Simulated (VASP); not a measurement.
Crystal: Zn3N2.

```xyz
40
Lattice="-4.8657 4.8657 4.8657 4.8657 -4.8657 4.8657 4.8657 4.8657 -4.8657" Properties=species:S:1:pos:R:3 pbc="T T T"
Zn   -0.9931    1.4621    1.2276
Zn   -1.2276    3.8726    3.4036
Zn    5.8588    1.4621   -1.2276
Zn    0.9931    3.4036    1.2276
Zn    1.2276    0.9931    3.4036
Zn    1.4621    1.2276   -0.9931
Zn    3.4036   -1.2276    3.8726
Zn    1.4621   -1.2276    5.8588
Zn   -1.2276    5.8588    1.4621
Zn    3.8726    3.4036   -1.2276
Zn    1.2276   -0.9931    1.4621
Zn    3.4036    1.2276    0.9931
Zn    3.4036    6.0933   -0.9931
Zn    1.4621    6.0933    0.9931
Zn    3.4036    3.6381    5.8588
Zn    3.6381    3.8726    1.4621
Zn    3.8726    1.4621    3.6381
Zn   -0.9931    3.4036    6.0933
Zn    6.0933    0.9931    1.4621
Zn    5.8588    3.4036    3.6381
Zn    6.0933   -0.9931    3.4036
Zn    0.9931    1.4621    6.0933
Zn    3.6381    5.8588    3.4036
Zn    1.4621    3.6381    3.8726
N     0.0000    2.4329    4.6625
N     0.2032    0.0000    7.2986
N     7.2986    0.2032    0.0000
N     4.6625    0.0000    2.4329
N     2.4329    4.6625    0.0000
N     0.0000    7.2986    0.2032
N     4.8657    2.4329    0.2032
N     4.6625    4.8657   -2.4329
N    -2.4329    4.6625    4.8657
N     0.2032    4.8657    2.4329
N     2.4329    0.2032    4.8657
N     4.8657   -2.4329    4.6625
N    -2.4329    2.4329    2.4329
N     2.4329    2.4329   -2.4329
N     2.4329   -2.4329    2.4329
N     2.4329    2.4329    2.4329
```

The cell comes from a database or a generator and needn't be the stable form of this composition.

- Program: VASP 6.6.1
- Task: relaxation of cell and atoms
- Functional: LDA
- Potentials or basis: VASP PAW LDA potentials, release 64 (Zn, N)
- Cutoff: 600 eV
- k mesh: 4 × 4 × 4
- Occupations: gaussian, width 0.03 eV
- Spin: no spin polarisation

At the start: pressure -6.6 GPa; volume 11.52 Å³/atom.

Task: How do energy, volume and symmetry change on relaxing?

Result: Over 16 steps the energy falls by 10.5 meV/atom and the volume is 11.04 Å³/atom (-4.2 %); space group Ia-3 (No. 206, to 0.05 Å).

The path:
| step | energy change (eV) | largest force (eV/Å) | pressure (GPa) | volume (Å³) |
| --- | --- | --- | --- | --- |
| 1 | 0.0000 | 0.0915 | -6.59 | 460.78 |
| 2 | -0.2452 | 0.0796 | 4.76 | 429.90 |
| 3 | -0.4139 | 0.0475 | -0.08 | 441.53 |
| 4 | -0.4138 | 0.0478 | 0.08 | 441.15 |
| 5 | -0.4155 | 0.0259 | 0.12 | 441.12 |
| 6 | -0.4158 | 0.0322 | 0.11 | 441.10 |
| 7 | -0.4171 | 0.0275 | -0.07 | 441.58 |
| 8 | -0.4175 | 0.0247 | -0.17 | 441.86 |
| 9 | -0.4175 | 0.0197 | -0.33 | 442.42 |
| 10 | -0.4177 | 0.0226 | -0.26 | 442.13 |
| 11 | -0.4185 | 0.0141 | -0.19 | 441.95 |
| 12 | -0.4191 | 0.0198 | 0.03 | 441.52 |
| 13 | -0.4191 | 0.0192 | 0.03 | 441.55 |
| 14 | -0.4193 | 0.0136 | 0.03 | 441.54 |
| 15 | -0.4195 | 0.0121 | 0.03 | 441.51 |
| 16 | -0.4195 | 0.0093 | 0.04 | 441.52 |

Final structure:
```xyz
40
Lattice="-4.7969 4.7969 4.7969 4.7969 -4.7969 4.7969 4.7969 4.7969 -4.7969" Properties=species:S:1:pos:R:3 pbc="T T T"
Zn   -0.9728    1.4374    1.2217
Zn   -1.2217    3.8241    3.3596
Zn    5.7697    1.4374   -1.2217
Zn    0.9728    3.3596    1.2217
Zn    1.2217    0.9728    3.3596
Zn    1.4374    1.2217   -0.9728
Zn    3.3596   -1.2217    3.8241
Zn    1.4374   -1.2217    5.7697
Zn   -1.2217    5.7697    1.4374
Zn    3.8241    3.3596   -1.2217
Zn    1.2217   -0.9728    1.4374
Zn    3.3596    1.2217    0.9728
Zn    3.3596    6.0186   -0.9728
Zn    1.4374    6.0186    0.9728
Zn    3.3596    3.5752    5.7697
Zn    3.5752    3.8241    1.4374
Zn    3.8241    1.4374    3.5752
Zn   -0.9728    3.3596    6.0186
Zn    6.0186    0.9728    1.4374
Zn    5.7697    3.3596    3.5752
Zn    6.0186   -0.9728    3.3596
Zn    0.9728    1.4374    6.0186
Zn    3.5752    5.7697    3.3596
Zn    1.4374    3.5752    3.8241
N     0.0000    2.3985    4.6059
N     0.1910    0.0000    7.1954
N     7.1954    0.1910    0.0000
N     4.6059    0.0000    2.3985
N     2.3985    4.6059    0.0000
N     0.0000    7.1954    0.1910
N     4.7969    2.3985    0.1910
N     4.6059    4.7969   -2.3985
N    -2.3985    4.6059    4.7969
N     0.1910    4.7969    2.3985
N     2.3985    0.1910    4.7969
N     4.7969   -2.3985    4.6059
N    -2.3985    2.3985    2.3985
N     2.3985    2.3985   -2.3985
N     2.3985   -2.3985    2.3985
N     2.3985    2.3985    2.3985
```
